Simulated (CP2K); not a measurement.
# SnO2 (Cassiterite) (P4_2/mnm) in CP2K: a series of runs

One crystal, SnO2 (Cassiterite), is run at these levels: PBEsol, PBE; tasks: atomic charges, single point.

All numbers are computed with CP2K 2026.2; they aren't measurements. Logs are shortened: lines on timing, memory, paths and dates and some standing lists are left out, and cuts for length are marked.

## 1. Starting point

Symmetry: P4_2/mnm, No. 136, tetragonal system. Conventional cell: a = 4.738 Å, b = 4.738 Å, c = 3.187 Å, α = 90.00°, β = 90.00°, γ = 90.00°. Sn (site symmetry mmm) is surrounded by 6 O at 2.05 to 2.06 Å. O (site symmetry m2m) has 3 Sn at 2.05 to 2.06 Å as nearest neighbours.

## 2. Atomic charges, PBEsol

sno2_charges.inp

```
&GLOBAL
  PROJECT sno2_charges
  RUN_TYPE ENERGY_FORCE
  PRINT_LEVEL LOW
&END GLOBAL
&FORCE_EVAL
  METHOD QS
  STRESS_TENSOR ANALYTICAL
  &DFT
    BASIS_SET_FILE_NAME BASIS_MOLOPT_UZH
    POTENTIAL_FILE_NAME POTENTIAL_UZH
    &MGRID
      CUTOFF 600
      REL_CUTOFF 60
      NGRIDS 5
    &END MGRID
    &QS
      METHOD GPW
      EPS_DEFAULT 1.0E-10
    &END QS
    &KPOINTS
      SCHEME MONKHORST-PACK 6 6 8
      GAMMA_CENTERED T
      SYMMETRY T
      SYMMETRY_BACKEND SPGLIB
    &END KPOINTS
    &SCF
      SCF_GUESS ATOMIC
      EPS_SCF 1.0E-6
      MAX_SCF 100
      ADDED_MOS 18
      CHOLESKY OFF
      EPS_EIGVAL 1.0E-7
      &DIAGONALIZATION ON
        ALGORITHM STANDARD
      &END DIAGONALIZATION
      &MIXING ON
        METHOD BROYDEN_MIXING
        ALPHA 0.4
        BETA 1.5
        NBUFFER 8
      &END MIXING
      &SMEAR ON
        METHOD FERMI_DIRAC
        ELECTRONIC_TEMPERATURE [K] 1160.452
      &END SMEAR
    &END SCF
    &XC
      &XC_FUNCTIONAL
        &GGA_X_PBE_SOL
        &END GGA_X_PBE_SOL
        &GGA_C_PBE_SOL
        &END GGA_C_PBE_SOL
      &END XC_FUNCTIONAL
    &END XC
    &PRINT
      &KPOINTS ON
      &END KPOINTS
      &MULLIKEN ON
      &END MULLIKEN
      &MO ON
        ENERGIES T
        OCCUPATION_NUMBERS T
        &EACH
          QS_SCF 0
        &END EACH
        ADD_LAST NUMERIC
      &END MO
      &LOWDIN ON
      &END LOWDIN
      &HIRSHFELD ON
        SHAPE_FUNCTION GAUSSIAN
      &END HIRSHFELD
      &VORONOI ON
        VORONOI_RADII COVALENT
      &END VORONOI
    &END PRINT
  &END DFT
  &SUBSYS
    &CELL
      ABC 4.7380000000 4.7380000000 3.1865000000
      ALPHA_BETA_GAMMA 90.0000000000 90.0000000000 90.0000000000
      PERIODIC XYZ
    &END CELL
    &COORD
      Sn  2.3690000000 2.3690000000 1.5932500000
      Sn  0.0000000000 0.0000000000 0.0000000000
      O   3.8240398000 0.9139602000 1.5932500000
      O   3.2829602000 3.2829602000 0.0000000000
      O   0.9139602000 3.8240398000 1.5932500000
      O   1.4550398000 1.4550398000 0.0000000000
    &END COORD
    &KIND Sn
      BASIS_SET TZVP-MOLOPT-PBE-GTH-q4
      POTENTIAL GTH-PBE-q4
    &END KIND
    &KIND O
      BASIS_SET TZVP-MOLOPT-PBE-GTH-q6
      POTENTIAL GTH-PBE-q6
    &END KIND
    &PRINT
      &ATOMIC_COORDINATES ON
      &END ATOMIC_COORDINATES
      &CELL ON
      &END CELL
      &SYMMETRY ON
      &END SYMMETRY
    &END PRINT
  &END SUBSYS
  &PRINT
    &FORCES ON
    &END FORCES
    &STRESS_TENSOR ON
    &END STRESS_TENSOR
  &END PRINT
&END FORCE_EVAL
```

Potentials or basis: POTENTIAL_UZH Sn GTH-PBE-q4, O GTH-PBE-q6; TZVP-MOLOPT-PBE-GTH basis.

On the command line:

```console
$ OMP_NUM_THREADS=1 cp2k.psmp -i sno2_charges.inp -o sno2_charges.out
```

sno2_charges.out:

```text

 CP2K| version string:                                       CP2K version 2026.2
 CP2K| Input file name                                          sno2_charges.inp

 GLOBAL| Force Environment number                                              1
 GLOBAL| Basis set file name                                    BASIS_MOLOPT_UZH
 GLOBAL| Potential file name                                       POTENTIAL_UZH
 GLOBAL| MM Potential file name                                     MM_POTENTIAL
 GLOBAL| Coordinate file name                                      __STD_INPUT__
 GLOBAL| Method name                                                        CP2K
 GLOBAL| Project name                                               sno2_charges
 GLOBAL| Run type                                                   ENERGY_FORCE
 GLOBAL| FFT library                                                       FFTW3
 GLOBAL| Diagonalization library                                       ScaLAPACK
 GLOBAL| Cholesky decomposition library                                ScaLAPACK
 GLOBAL| DGEMM library                                                      BLAS
 GLOBAL| Direct generalized diagonalization requested                          F
 GLOBAL| Matrix multiplication library                                 ScaLAPACK
 GLOBAL| Global print level                                                  LOW
 GLOBAL| Total number of message passing processes                             1
 GLOBAL| Number of threads for this process                                    1
 GLOBAL| CPU model name                                                  UNKNOWN

 CELL| Volume [angstrom^3]:                                            71.532604
 CELL| Vector a [angstrom]:       4.738     0.000     0.000   |a| =     4.738000
 CELL| Vector b [angstrom]:       0.000     4.738     0.000   |b| =     4.738000
 CELL| Vector c [angstrom]:       0.000     0.000     3.187   |c| =     3.186500
 CELL| Angle (b,c), alpha [degree]:                                    90.000000
 CELL| Angle (a,c), beta  [degree]:                                    90.000000
 CELL| Angle (a,b), gamma [degree]:                                    90.000000
 CELL| Numerically orthorhombic:                                             YES
 CELL| Periodicity                                                           XYZ

 CELL_REF| Volume [angstrom^3]:                                        71.532604
 CELL_REF| Vector a [angstrom     4.738     0.000     0.000   |a| =     4.738000
 CELL_REF| Vector b [angstrom     0.000     4.738     0.000   |b| =     4.738000
 CELL_REF| Vector c [angstrom     0.000     0.000     3.187   |c| =     3.186500
 CELL_REF| Angle (b,c), alpha [degree]:                                90.000000
 CELL_REF| Angle (a,c), beta  [degree]:                                90.000000
 CELL_REF| Angle (a,b), gamma [degree]:                                90.000000
 CELL_REF| Numerically orthorhombic:                                         YES
 CELL_REF| Periodicity                                                       XYZ

[... 9 lines left out ...]

  Total number of            - Atomic kinds:                                   2
                             - Atoms:                                          6
                             - Shell sets:                                     6
                             - Shells:                                        42
                             - Primitive Cartesian functions:                 28
                             - Cartesian basis functions:                    108
                             - Spherical basis functions:                    102

  Maximum angular momentum of- Orbital basis functions:                        2
                             - Local part of the GTH pseudopotential:          2
                             - Non-local part of the GTH pseudopotential:      4

 MODULE QUICKSTEP: ATOMIC COORDINATES IN ANGSTROM

   Atom Kind Element         X             Y             Z       Z(eff)     Mass
      1    1 Sn   50      2.369000      2.369000      1.593250   4.0000 118.7100
      2    1 Sn   50      0.000000      0.000000      0.000000   4.0000 118.7100
      3    2 O     8      3.824040      0.913960      1.593250   6.0000  15.9994
      4    2 O     8      3.282960      3.282960      0.000000   6.0000  15.9994
      5    2 O     8      0.913960      3.824040      1.593250   6.0000  15.9994
      6    2 O     8      1.455040      1.455040      0.000000   6.0000  15.9994

 Crystal Symmetry Information
       International Symbol:                                            P4_2/mnm
       Point Group Symbol:                                                 4/mmm
       Schoenflies Symbol:                                                D4h^14
       Number of Symmetry Operations:                                         16

 SCF PARAMETERS         Density guess:                                    ATOMIC
                        --------------------------------------------------------
                        max_scf:                                             100
[... 7 lines left out ...]
                        --------------------------------------------------------
[... 84 lines left out ...]
     3 Broy./Diag. 0.40E+00    1.9     0.08296704       -69.8529901397 -4.33E+00
     4 Broy./Diag. 0.40E+00    1.9     0.01369547       -71.0750794980 -1.22E+00
     5 Broy./Diag. 0.40E+00    1.9     0.00467421       -70.9414226238  1.34E-01
     6 Broy./Diag. 0.40E+00    1.9     0.00757925       -70.9888178180 -4.74E-02
     7 Broy./Diag. 0.40E+00    1.9     0.00129060       -70.9573217730  3.15E-02
     8 Broy./Diag. 0.40E+00    1.9     0.00183741       -70.9359770369  2.13E-02
     9 Broy./Diag. 0.40E+00    1.9     0.00031557       -70.9363878867 -4.11E-04
    10 Broy./Diag. 0.40E+00    2.0     0.00018855       -70.9358215348  5.66E-04
    11 Broy./Diag. 0.40E+00    1.9     0.00007248       -70.9360592573 -2.38E-04
    12 Broy./Diag. 0.40E+00    1.9     0.00000805       -70.9361838783 -1.25E-04
    13 Broy./Diag. 0.40E+00    2.0     0.00002288       -70.9360840669  9.98E-05
    14 Broy./Diag. 0.40E+00    2.0     0.00000301       -70.9360899866 -5.92E-06
    15 Broy./Diag. 0.40E+00    1.9     0.00000263       -70.9360998447 -9.86E-06
    16 Broy./Diag. 0.40E+00    2.0     0.00000015       -70.9361024968 -2.65E-06

  *** SCF run converged in    16 steps ***

  Electronic density on regular grids:        -31.9999999998        0.0000000002
  Core density on regular grids:               31.9999999958       -0.0000000042
  Total charge density on r-space grids:       -0.0000000040
  Total charge density g-space grids:          -0.0000000040

  Overlap energy of the core charge distribution:               0.00000020242345
  Self energy of the core charge distribution:               -181.08738643376128
  Core Hamiltonian energy:                                     50.87292667615404
  Hartree energy:                                              75.45786732094365
  Exchange-correlation energy:                                -16.17950525992887
  Electronic entropic energy:                                  -0.00000500266039
  Fermi energy:                                                 0.20214940855117

  Total energy:                                               -70.93610249684367
  Total energy (extrapolated to T->0):                        -70.93609999551347

 MO| EIGENVALUES AND OCCUPATION NUMBERS FOR K POINT 1
 MO|
 MO|  Index      Eigenvalue [a.u.]        Eigenvalue [eV]             Occupation
 MO|      1              -0.475932             -12.950781               2.000000
 MO|      2              -0.464292             -12.634022               2.000000
 MO|      3              -0.432730             -11.775193               2.000000
 MO|      4              -0.428947             -11.672236               2.000000
 MO|      5              -0.109996              -2.993153               2.000000
 MO|      6              -0.094442              -2.569888               2.000000
[... 546 lines left out ...]
 MO|     33               1.110448              30.216821               0.000000
 MO|     34               1.113882              30.310275               0.000000
 MO| Sum:                                                              31.999931
 MO| E(Fermi):            0.202149 a.u.          5.500765 eV

 [... the levels of further k-points ...]

 !-----------------------------------------------------------------------------!
                     Mulliken Population Analysis

 #  Atom  Element  Kind  Atomic population                           Net charge
       1     Sn       1          1.665326                              2.334674
       2     Sn       1          1.665328                              2.334672
       3     O        2          7.167337                             -1.167337
       4     O        2          7.167336                             -1.167336
       5     O        2          7.167336                             -1.167336
       6     O        2          7.167336                             -1.167336
 # Total charge                             32.000000                  0.000000

 !-----------------------------------------------------------------------------!

 !-----------------------------------------------------------------------------!
                           Hirshfeld Charges

  #Atom  Element  Kind  Ref Charge     Population                    Net charge
      1       Sn     1       4.000          3.411                         0.589
      2       Sn     1       4.000          3.411                         0.589
      3       O      2       6.000          6.294                        -0.294
      4       O      2       6.000          6.294                        -0.294
      5       O      2       6.000          6.294                        -0.294
      6       O      2       6.000          6.294                        -0.294

  Total Charge                                                           -0.000
 !-----------------------------------------------------------------------------!

 VORONOI| Collecting electron density from MPI ranks and sending to library...
 VORONOI| Voronoi integration finished.

 LOWDIN POPULATION ANALYSIS

 #  Atom  Element  Kind  Atomic population                           Net charge
       1     Sn       1          3.691147                              0.308853
       2     Sn       1          3.684380                              0.315620
       3     O        2          6.167675                             -0.167675
       4     O        2          6.144562                             -0.144562
       5     O        2          6.167674                             -0.167674
       6     O        2          6.144562                             -0.144562
 # Total charge                             32.000000                  0.000000

 ENERGY| Total FORCE_EVAL ( QS ) energy [hartree]            -70.936103490215700

 FORCES| Atomic forces [hartree/bohr]
 FORCES|   Atom     x               y               z               |f|
 FORCES|      1 -1.22724008E-08  5.34374747E-09 -1.37300569E-11   1.33853519E-08
 FORCES|      2  8.79652824E-09  3.35573205E-10  1.16119144E-09   8.87918262E-09
 FORCES|      3 -4.03746676E-03  4.03746581E-03 -1.66919777E-09   5.70983958E-03
 FORCES|      4  4.03747388E-03  4.03747796E-03  1.09590748E-09   5.70985321E-03
 FORCES|      5  4.03747695E-03 -4.03746569E-03 -1.66926159E-09   5.70984670E-03
 FORCES|      6 -4.03748059E-03 -4.03748379E-03  1.09585067E-09   5.70986207E-03
 FORCES| Sum     9.93656459E-12 -2.83439123E-11  7.60177684E-13
 FORCES| Total atomic force                                       3.00448090E-11

 STRESS| Analytical stress tensor [bar]
 STRESS|                        x                   y                   z
 STRESS|      x        1.05363749475E+05  -9.29108655281E-03  -1.09356862426E-06
 STRESS|      y       -9.29108655281E-03   1.05363737629E+05  -1.24854123223E-06
 STRESS|      z       -1.09356862426E-06  -1.24854123223E-06   1.72752434356E+05
 STRESS| 1/3 Trace                                             1.27826640487E+05
 STRESS| Determinant                                           1.91781433819E+15

 STRESS| Eigenvectors and eigenvalues of the analytical stress tensor [bar]
 STRESS|                        1                   2                   3
 STRESS| Eigenvalues   1.05363732533E+05   1.05363754570E+05   1.72752434356E+05
 STRESS|      x           0.480854993476      0.876800134152     -0.000000000016
 STRESS|      y           0.876800134152     -0.480854993476     -0.000000000019
 STRESS|      z           0.000000000024      0.000000000005      1.000000000000
```

It took 36 s on 1 thread of Arm Neoverse V2, shared host; peak memory 0.44 GiB.

Results:

- Free energy: -1930.2695 eV
- Pressure: 12.8 GPa
- Largest force: 0.294 eV/Å
- Band gap on the k mesh: 1.02 eV, direct
- Mulliken charges: Sn +2.33; O -1.17 e
- Hirshfeld charges: Sn +0.59; O -0.29 e
- Voronoi charges: Sn -0.04; O +0.02 e

Forces on the atoms (eV/Å):
```
Sn   0.000  0.000  0.000
Sn   0.000  0.000  0.000
O   -0.208  0.208  0.000
O    0.208  0.208  0.000
O    0.208 -0.208  0.000
O   -0.208 -0.208  0.000
```

Caveat: Hirshfeld charges from Gaussian shapes aren't those from atomic densities; Mulliken charges move with the basis; the potentials were made for another functional, which shifts forces and pressure; spin-orbit coupling is left out, which moves the levels of the heavy elements; the basis of atomic orbitals isn't converged, which shifts pressures, moduli and gaps.

(Part 1 of 2 ends here.)
